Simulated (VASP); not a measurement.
**KI: single point with PBE0(alpha)**

**The experiment to reproduce.**

From a printed reference work, monograph, for a bulk crystal of KI: band gap 6.32 eV.

KI:

```
I K
1.0
     0.00000    3.53277    3.53277
     3.53277    0.00000    3.53277
     3.53277    3.53277    0.00000
I K
1 1
Direct
  0.50000 0.50000 0.50000
  0.00000 0.00000 0.00000
```

* Program: VASP 6.6.1
* Task: single point
* Functional: PBE0(alpha)
* Potentials or basis: VASP PAW PBE potentials, release 64 (I, K_sv)
* Cutoff: 520 eV
* k mesh: 4 × 4 × 4
* Occupations: fermi-dirac, width 0.05 eV
* Spin: no spin polarisation

```yaml
Pressure: 0.1 GPa
Band_gap_on_the_k_mesh: 7.39 eV, direct
```

Levels at points of the mesh, in eV from the valence-band top:
```tsv
k point	band 5	band 6	band 7	band 8	band 9	band 10	band 11	band 12
(0.00, 0.00, 0.00)	-12.34	0.00	0.00	0.00	7.39	10.27	10.27	10.27
(0.50, 0.00, 0.00)	-11.98	-1.52	-0.38	-0.38	8.91	11.59	11.84	11.84
(0.50, 0.50, 0.00)	-12.15	-1.19	-0.44	-0.44	8.39	9.40	12.38	12.49
```

Wall time 2.3 min on 1 thread of Intel(R) Xeon(R) Platinum 8559C (Emerald Rapids) (shared host), peak memory 0.23 GiB.

Measured gap of KI: 6.32 eV (a printed reference work, monograph). This calculation gives 7.39 eV (+1.07 eV). Spin-orbit coupling on I is left out. The value is that of PBE0(alpha), without temperature or zero-point motion.

Caveat: the PAW data sets were made with another functional, which shifts forces and pressure a little; spin-orbit coupling is left out, which moves the levels of the heavy elements.
